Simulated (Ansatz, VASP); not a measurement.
## MoS: VASP beside Ansatz

Contents of INCAR:

```
  ALGO = Normal
  DIPOL = 0.5 0.5 0.500
  EDIFF = 1E-6
  ENCUT = 520
  GGA = PE
  IDIPOL = 3
  ISIF = 2
  ISMEAR = -1
  LASPH = T
  LCHARG = F
  LDIPOL = T
  LREAL = F
  LWAVE = F
  NBANDS = 28
  NELM = 80
  PREC = Accurate
  SIGMA = 0.05
```

KPOINTS

```
k-points
0
Gamma
  10 10 1
```

The input POSCAR:

```
MoS
1.0
    3.1841260822      0.0000000000      0.0000000000
   -1.5920630411      2.7575340760      0.0000000000
    0.0000000000      0.0000000000     32.3345999500
Mo S
2 2
Direct
    0.0000000000      0.0000000000      0.2319496766
    0.0000000000      0.0000000000      0.7680503234
    0.3333333300      0.6666666600      0.2799269210
    0.3333333300      0.6666666600      0.7200730790
```

input.yaml

```yaml
crystal:
  lattice:
    - [3.1841260822, 0.0, 0.0]
    - [-1.5920630411, 2.757534076, 0.0]
    - [0.0, 0.0, 32.33459995]
  atoms:
    - { symbol: Mo, position: [0.0, 0.0, 0.2319496766] }
    - { symbol: S, position: [0.33333333, 0.66666666, 0.279926921] }
    - { symbol: S, position: [0.33333333, 0.66666666, 0.720073079] }
    - { symbol: Mo, position: [0.0, 0.0, 0.7680503234] }
hamiltonian:
  xc: pbe
  pseudopotentials: { kind: paw }
kpoints:
  mp_grid: { grid: [10, 10, 1] }
scf:
  occupations: { method: fermi_dirac, width: 0.05 }
output:
  forces: true
  eigenvalues: true
  write_density: true
  write_potential: true
  elf: true
  volumetric_format: npy
efield:
  axis: 3
  dipole_correction: true
  ramp_width: 0.04
```

Alike in both runs: task single point; functional PBE; k mesh 10 × 10 × 1; occupations fermi-dirac, width 0.05 eV; no spin polarisation.

```csv
,VASP,Ansatz
version,VASP 6.6.1,Ansatz 0.2.0
potentials or method,"VASP PAW PBE potentials, release 64 (Mo_sv, S)",Ansatz PAW
plane-wave cutoff (eV),520,420
valence electrons in the cell,40,40
```

Ansatz gave:

- gap on the k mesh at the Fermi level (eV): none
- rms of the force components (eV/Å): 0.492

Problem. What did VASP give for the same quantities?

Solution. gap on the k mesh at the Fermi level (eV): none; rms of the force components (eV/Å): 0.499.

A gap of «none» marks a metal or a gap that the smearing closes. The functional is the same, so the differences come from potentials, cutoffs and numerics.
